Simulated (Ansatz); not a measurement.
## BeSe: all-electron results

```
Be Se
1.0
     0.00000    2.53500    2.53500
     2.53500    0.00000    2.53500
     2.53500    2.53500    0.00000
Be Se
1 1
Direct
  0.00000 0.00000 0.00000
  0.75000 0.75000 0.75000
```

Atoms are numbered in the order listed.

The cell is COD entry 9008837, as deposited and not checked against the literature; nothing was relaxed. It differs from other determinations.

Levels of theory: DFT, LDA, all-electron LAPW, scalar-relativistic (Ansatz 0.2.0); DFT, LDA, PAW with Ansatz's default frozen-core files, scalar-relativistic (Ansatz 0.2.0).

For LAPW: a Γ-centred 10×10×10 k mesh, Fermi–Dirac smearing of 0.02 eV, basis error target 1 meV/atom, no spin polarisation. PAW takes a cutoff of 420 eV at this cell (files made with PBE, cores remade for this functional). The Ansatz runs share mesh, smearing and spin set-up. Values come from LAPW unless marked.

| Property | Result |
| --- | --- |
| Pressure at this cell | 0.58 GPa |
| Band gap | 2.39 eV, indirect from Γ to X (-0.5, -0.5, 0) |
| Smallest direct gap on the path | 4.49 eV |
| Löwdin charges (with 0.34 e of the cell spilling out of the atomic basis, so their sizes and signs hang on that basis) | Be1 1.38, Se2 -1.04 e |
| Bader charges (from the PAW run) | Be1 +1.55, Se2 -1.55 e |
| Volume per atom | 109.9 bohr³ |
